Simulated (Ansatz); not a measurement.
**Cu3Au (Auricupride): how the settings move a single-point run**

Aim: see which settings change the result for Cu3Au (Auricupride), by how much, and at what cost.

Computed with Ansatz 0.2.0 (reference: DFT, PBEsol, PAW with Ansatz's default frozen-core files, scalar-relativistic, unless a step's input says otherwise).

**1. Starting point**

Symmetry: Pm-3m, No. 221, cubic system. The conventional cell has a = 3.712 Å, b = 3.712 Å, c = 3.712 Å, α = 90.00°, β = 90.00°, γ = 90.00°. Around Cu (site symmetry 4/mmm) lie 8 Cu at 2.62 Å and 4 Au at 2.62 Å. Au (site symmetry m-3m) has 12 Cu at 2.62 Å as nearest neighbours.

Structure file:

```
CELL_PARAMETERS angstrom
3.71183 0.00000 0.00000
0.00000 3.71183 0.00000
0.00000 0.00000 3.71183
ATOMIC_POSITIONS crystal
Cu 0.00000 0.50000 0.50000
Cu 0.50000 0.00000 0.50000
Cu 0.50000 0.50000 0.00000
Au 0.00000 0.00000 0.00000
```

**2. The reference run**

File input.yaml:

```yaml
crystal:
  lattice:
    - [3.7118282006, 0.0, 0.0]
    - [0.0, 3.7118282006, 0.0]
    - [0.0, 0.0, 3.7118282006]
  atoms:
    - { symbol: Cu, position: [0.0, 0.5, 0.5] }
    - { symbol: Cu, position: [0.5, 0.0, 0.5] }
    - { symbol: Cu, position: [0.5, 0.5, 0.0] }
    - { symbol: Au, position: [0.0, 0.0, 0.0] }
kpoints:
  mp_grid: { grid: [10, 10, 10] }
scf:
  occupations: { method: fermi_dirac, width: 0.05 }
hamiltonian:
  xc: pbesol
  pseudopotentials: { kind: paw }
output:
  forces: true
  stress: true
  eigenvalues: true
  populations: true
```

The run is started by

```sh
$ ansatz run input.yaml --threads 1 --pin off --max-ram 3072MiB --backend cpu --events-out ev --progress --plain --runs-dir out
```

**3. Changed: mixing.algorithm anderson, mixing.beta 0.1**

input.yaml, as its differences from that of step 2:

```diff
@@ -14,2 +14,3 @@
   occupations: { method: fermi_dirac, width: 0.05 }
+  mixing: { algorithm: anderson, beta: 0.1 }
 hamiltonian:
@@ -22 +23,5 @@
   populations: true
+  write_density: true
+  write_potential: true
+  elf: true
+  volumetric_format: npy
```

**Question.** What will these runs give? Wanted: for each run, ending; energy change; pressure; gap; force.

**Answer**, as computed:

| run | ending | energy change | pressure (GPa) | gap (eV) | force (eV/Å) | cycles | time |
| --- | --- | --- | --- | --- | --- | --- | --- |
| reference | converged | 0 | 0.0 | 0.00 | 0.00 | 8 | 9.1 s |
| 1: mixing.algorithm anderson, mixing.beta 0.1 | converged | 0.0 meV/atom | 0.0 | 0.00 | 0.00 | 14 | 16 s |

Times don't compare one to one where runs were asked for different outputs or read a saved state (see the inputs); cycles may leave out searches for a lower state.

Residual by cycle in the longest SCF loop of each run; runs are numbered as in the table. The quantity is the density residual dr2, in eV.

| cycle | reference | run 1 |
| --- | --- | --- |
| 1 | 0.105 | 0.105 |
| 2 | 0.00293 | 0.0502 |
| 3 | 0.00216 | 0.00368 |
| 5 | 8.2e-6 | 1.6e-4 |
| 6 | 1.3e-6 | 4.3e-5 |
| 7 | 1.5e-7 | 3.9e-5 |
| 8 | 2.8e-9 | 6.2e-6 |
| 9 | - | 3.8e-6 |
| 10 | - | 1.5e-6 |
| 12 | - | 4.2e-8 |
| 13 | - | 3.9e-9 |
| 14 | - | 5.2e-10 |

**Reading.** Same state: the changed mixing leaves the energy within 0.5 meV/atom.
